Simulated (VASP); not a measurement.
# Te2Mo in VASP: further runs, part 2 of 2

VASP 6.6.1.

## 3. Band structure, PBE+D3(BJ)

INCAR reads:

```
SYSTEM = Te2Mo
PREC = Accurate ; ENCUT = 520
EDIFF = 1E-6 ; ISMEAR = 0
SIGMA = 0.03 ; LREAL = .FALSE.
LASPH = .TRUE. ; NELM = 80
ALGO = Normal ; ISIF = 2
LWAVE = .FALSE. ; LCHARG = .FALSE.
LMAXMIX = 4 ; LDIPOL = .TRUE.
IDIPOL = 3 ; DIPOL = 0.5 0.5 0.500
GGA = PE ; IVDW = 12
NBANDS = 35 ; LVHAR = .TRUE.
LVACPOTAV = .TRUE. ; KPAR = 4
```

KPOINTS reads:

```
regular mesh
0
G
  12 12 1
  0 0 0
```

POSCAR reads:

```
Te2Mo                                   
1.0
    3.4990608862      0.0000000000      0.0000000000
   -1.7495304430      3.0302756211      0.0000000000
    0.0000000000      0.0000000000     28.5919888000
  Te              Mo            
     4     2
Direct
     0.3333333300000021    0.6666666699999979    0.3164830353886017
     0.3333333300000021    0.6666666699999979    0.4437157550417347
     0.6666666699999979    0.3333333300000021    0.5562842449582652
     0.6666666699999979    0.3333333300000021    0.6835169646113982
     0.6666666699999979    0.3333333300000021    0.3800671424177091
     0.3333333300000021    0.6666666699999979    0.6199328575822909
```

KPOINTS_OPT reads:

```
explicit points
67
Reciprocal
 0.0000000000  0.0000000000  0.0000000000 1
 0.0357142900  0.0000000000  0.0000000000 1
 0.0714285700  0.0000000000  0.0000000000 1
 0.1071428600  0.0000000000  0.0000000000 1
 0.1428571400  0.0000000000  0.0000000000 1
 0.1785714300  0.0000000000  0.0000000000 1
 0.2142857100  0.0000000000  0.0000000000 1
 0.2500000000  0.0000000000  0.0000000000 1
 0.2857142900  0.0000000000  0.0000000000 1
 0.3214285700  0.0000000000  0.0000000000 1
 0.3571428600  0.0000000000  0.0000000000 1
 0.3928571400  0.0000000000  0.0000000000 1
 0.4285714300  0.0000000000  0.0000000000 1
 0.4642857100  0.0000000000  0.0000000000 1
 0.5000000000  0.0000000000  0.0000000000 1
 0.4791666700  0.0416666700  0.0000000000 1
 0.4583333300  0.0833333300  0.0000000000 1
 0.4375000000  0.1250000000  0.0000000000 1
 0.4166666700  0.1666666700  0.0000000000 1
 0.3958333300  0.2083333300  0.0000000000 1
 0.3750000000  0.2500000000  0.0000000000 1
 0.3541666700  0.2916666700  0.0000000000 1
 0.3333333300  0.3333333300  0.0000000000 1
 0.3137254900  0.3137254900  0.0000000000 1
 0.2941176500  0.2941176500  0.0000000000 1
 0.2745098000  0.2745098000  0.0000000000 1
 0.2549019600  0.2549019600  0.0000000000 1
 0.2352941200  0.2352941200  0.0000000000 1
 0.2156862700  0.2156862700  0.0000000000 1
 0.1960784300  0.1960784300  0.0000000000 1
 0.1764705900  0.1764705900  0.0000000000 1
 0.1568627500  0.1568627500  0.0000000000 1
 0.1372549000  0.1372549000  0.0000000000 1
 0.1176470600  0.1176470600  0.0000000000 1
 0.0980392200  0.0980392200  0.0000000000 1
 0.0784313700  0.0784313700  0.0000000000 1
 0.0588235300  0.0588235300  0.0000000000 1
 0.0392156900  0.0392156900  0.0000000000 1
 0.0196078400  0.0196078400  0.0000000000 1
 0.0000000000  0.0000000000  0.0000000000 1
 0.0000000000  0.0000000000  0.0000000000 1
 0.0067192700 -0.0033596300  0.0000000000 1
-0.0067192700  0.0033596300  0.0000000000 1
 0.0195978600 -0.0097989300  0.0000000000 1
-0.0195978600  0.0097989300  0.0000000000 1
 0.0000000000  0.0058190600  0.0000000000 1
-0.0000000000 -0.0058190600  0.0000000000 1
 0.0000000000  0.0169722500  0.0000000000 1
-0.0000000000 -0.0169722500  0.0000000000 1
 0.5000000000  0.0000000000  0.0000000000 1
 0.5067192700 -0.0033596300  0.0000000000 1
 0.4932807300  0.0033596300  0.0000000000 1
 0.5195978600 -0.0097989300  0.0000000000 1
 0.4804021400  0.0097989300  0.0000000000 1
 0.5000000000  0.0058190600  0.0000000000 1
 0.5000000000 -0.0058190600  0.0000000000 1
 0.5000000000  0.0169722500  0.0000000000 1
 0.5000000000 -0.0169722500  0.0000000000 1
 0.3333333300  0.3333333300  0.0000000000 1
 0.3400526000  0.3299737000  0.0000000000 1
 0.3266140600  0.3366929600  0.0000000000 1
 0.3529311900  0.3235344000  0.0000000000 1
 0.3137354700  0.3431322600  0.0000000000 1
 0.3333333300  0.3391523900  0.0000000000 1
 0.3333333300  0.3275142700  0.0000000000 1
 0.3333333300  0.3503055800  0.0000000000 1
 0.3333333300  0.3163610800  0.0000000000 1
```

Potentials or basis: VASP PAW PBE potentials, release 64 (Te, Mo_sv).

The run is started by

```console
> cat potpaw_PBE.64/Te/POTCAR potpaw_PBE.64/Mo_sv/POTCAR > POTCAR
> mpirun -np 4 vasp_std > vasp.out
```

OUTCAR:

```text
SYSTEM = Te2Mo
   PREC = Accurate
   ENCUT = 520
   EDIFF = 1E-6
   ISMEAR = 0
   LREAL = .FALSE.
   LASPH = .TRUE.
   NELM = 80
   ISIF = 2
   GGA = PE
   IVDW = 12
 IVDW          = 12

 ion  position               nearest neighbor table
   1  0.333  0.667  0.316-   5 2.72   5 2.72   5 2.72   2 3.64
   2  0.333  0.667  0.444-   5 2.72   5 2.72   5 2.72   1 3.64
   3  0.667  0.333  0.556-   6 2.72   6 2.72   6 2.72   4 3.64
   4  0.667  0.333  0.684-   6 2.72   6 2.72   6 2.72   3 3.64
   5  0.667  0.333  0.380-   1 2.72   1 2.72   1 2.72   2 2.72   2 2.72   2 2.72
   6  0.333  0.667  0.620-   4 2.72   4 2.72   4 2.72   3 2.72   3 2.72   3 2.72

  LATTYP: Found a hexagonal cell.
 ALAT       =     3.4990608862
 C/A-ratio  =     8.1713321745

  Lattice vectors:

 A1 = (   3.4990608862,   0.0000000000,   0.0000000000)
 A2 = (  -1.7495304430,   3.0302756211,   0.0000000000)
 A3 = (   0.0000000000,   0.0000000000,  28.5919888000)

Analysis of symmetry for initial positions (statically):
=====================================================================
 Subroutine PRICEL returns:
 Original cell was already a primitive cell.

 Routine SETGRP: Setting up the symmetry group for a
 hexagonal supercell.
[... 183 lines left out ...]
  band No.  band energies     occupation
      1     -59.1398      2.00000
      2     -59.1398      2.00000
      3     -33.3170      2.00000
      4     -33.3170      2.00000
      5     -33.1730      2.00000
      6     -33.1730      2.00000
[... 711 lines left out ...]
     34       5.5254      0.00000
     35       6.2495      0.00000

------------------------ aborting loop because EDIFF is reached ----------------------------------------

 Edisp (eV)   -2.84953

 E8    (eV) :    -1.3490

  FORCE on cell =-STRESS in cart. coord.  units (eV):
  Direction    XX          YY          ZZ          XY          YZ          ZX
  --------------------------------------------------------------------------------------
  -------------------------------------------------------------------------------------
  Total      -0.00474    -0.00474    -0.07181    -0.00000    -0.00000    -0.00000
  in kB      -0.02507    -0.02507    -0.37951    -0.00000    -0.00000    -0.00000
  external pressure =       -0.14 kB  Pullay stress =        0.00 kB

 VOLUME and BASIS-vectors are now :
 -----------------------------------------------------------------------------
  energy-cutoff  :      520.00
  volume of cell :      303.16
      direct lattice vectors                 reciprocal lattice vectors
     3.499060886  0.000000000  0.000000000     0.285790969  0.165001492  0.000000000
    -1.749530443  3.030275621  0.000000000     0.000000000  0.330002985  0.000000000
     0.000000000  0.000000000 28.591988800     0.000000000  0.000000000  0.034974832

 POSITION                                       TOTAL-FORCE (eV/Angst)
 -----------------------------------------------------------------------------------
     -0.00000      2.02018      9.04888        -0.000000      0.000000      0.003969
     -0.00000      2.02018     12.68672        -0.000000      0.000000      0.000647
      1.74953      1.01009     15.90527         0.000000      0.000000     -0.000647
      1.74953      1.01009     19.54311         0.000000     -0.000000     -0.003969
      1.74953      1.01009     10.86688        -0.000000      0.000000     -0.001379
     -0.00000      2.02018     17.72511         0.000000     -0.000000      0.001379
 -----------------------------------------------------------------------------------
    total drift:                               -0.000000      0.000000     -0.000000

  FREE ENERGIE OF THE ION-ELECTRON SYSTEM (eV)
  ---------------------------------------------------
  free  energy   TOTEN  =       -38.8149875070 eV

  energy  without entropy=      -38.8149875070  energy(sigma->0) =      -38.81498751

 vacuum level on the upper side and lower side of the slab         6.345         6.345
```

OSZICAR:

```text
N       E                     dE             d eps       ncg     rms          rms(c)
DAV:   1     0.387085407301E+03    0.38709E+03   -0.25500E+04  1626   0.121E+03
DAV:   2    -0.106759804309E+02   -0.39776E+03   -0.38632E+03  1702   0.277E+02
DAV:   3    -0.363832888325E+02   -0.25707E+02   -0.25260E+02  1697   0.619E+01
DAV:   4    -0.372407676635E+02   -0.85748E+00   -0.84992E+00  1793   0.110E+01
DAV:   5    -0.372577973435E+02   -0.17030E-01   -0.17016E-01  1743   0.172E+00    0.218E+01
DAV:   6    -0.364637500082E+02    0.79405E+00   -0.55851E+00  1432   0.129E+01    0.869E+00
DAV:   7    -0.365048281866E+02   -0.41078E-01   -0.53908E+00  1403   0.111E+01    0.641E+00
DAV:   8    -0.359698461381E+02    0.53498E+00   -0.12006E+00  1389   0.597E+00    0.263E+00
DAV:   9    -0.359819945693E+02   -0.12148E-01   -0.29633E-01  1585   0.241E+00    0.139E+00
DAV:  10    -0.359654340647E+02    0.16561E-01   -0.48267E-02  1476   0.127E+00    0.482E-01
[... 41 further cycles ...]
DAV:   9    -0.139312062963E+05   -0.35887E-06     1235
       N       E                     dE             ncg
DAV:   1     0.106482185098E+05   -0.22620E+05      860
DAV:   2     0.668815701434E+04   -0.39601E+04      917
DAV:   3     0.645566539685E+04   -0.23249E+03      879
DAV:   4     0.644831562000E+04   -0.73498E+01      984
DAV:   5     0.644818922503E+04   -0.12639E+00      868
DAV:   6     0.644818643309E+04   -0.27919E-02      914
DAV:   7     0.644818639008E+04   -0.43009E-04      860
DAV:   8     0.644818638858E+04   -0.15051E-05      658
DAV:   9     0.644818638843E+04   -0.15153E-06      593
```

It took 3.7 min on 4 MPI ranks of Intel Xeon Platinum 8488C (Sapphire Rapids), shared host; peak memory 0.55 GiB.

What came out:

| Item | Value |
| --- | --- |
| Free energy | -38.8150 eV |
| Largest force | 0.004 eV/Å |
| Band gap on the k mesh | 0.88 eV, indirect (least direct gap 1.15 eV) |
| Band gap along the path | 0.83 eV, indirect (least direct gap 1.14 eV) |
| Dispersion energy per atom | -0.475 eV |
| Ionisation potential of the upper face | 4.68 eV |

Forces in eV/Å, atoms in the order of the input:
```
Te   0.000  0.000  0.004
Te   0.000  0.000  0.001
Te   0.000  0.000 -0.001
Te   0.000  0.000 -0.004
Mo   0.000  0.000 -0.001
Mo   0.000  0.000  0.001
```

Caveat: spin-orbit coupling is left out, which moves the levels of the heavy elements. A hybrid or GW would open this gap; PBE tends to underestimate it.

## 4. Band structure, PBE+D3(BJ), spin-orbit coupling, no magnetisation

INCAR: that of step 3 with these lines changed.

```diff
@@ -7,2 +7,4 @@
 LWAVE = .FALSE. ; LCHARG = .FALSE.
+MAGMOM = 0 0 0 0 0 0 0 0 0 0 0 0 0 0 0 0 0 0 ; LORBIT = 11
+LSORBIT = .TRUE. ; GGA_COMPAT = .FALSE.
 LMAXMIX = 4 ; LDIPOL = .TRUE.
@@ -10,3 +12,3 @@
 GGA = PE ; IVDW = 12
-NBANDS = 35 ; LVHAR = .TRUE.
+NBANDS = 70 ; LVHAR = .TRUE.
 LVACPOTAV = .TRUE. ; KPAR = 4
```

KPOINTS is that of step 3.

POSCAR is that of step 3.

KPOINTS_OPT is that of step 3.

The run is started by

```console
> cat potpaw_PBE.64/Te/POTCAR potpaw_PBE.64/Mo_sv/POTCAR > POTCAR
> mpirun -np 4 vasp_ncl > vasp.out
```

Wall time 22 min (4 MPI ranks of Intel Xeon Platinum 8488C (Sapphire Rapids), shared host); peak memory 1.6 GiB.

It converged, with:

- Free energy: -39.4156 eV
- Largest force: 0.019 eV/Å
- Valence electrons inside the program's atomic spheres: Te 3.43; Mo 12.39
- Dispersion energy per atom: -0.475 eV
- Work function of the upper face: 4.50 eV
- Work function of the lower face: 4.50 eV

Forces on the atoms (eV/Å):
```
Te   0.000  0.000 -0.013
Te   0.000  0.000  0.019
Te   0.000  0.000 -0.019
Te   0.000  0.000  0.013
Mo   0.000  0.000 -0.002
Mo   0.000  0.000  0.002
```
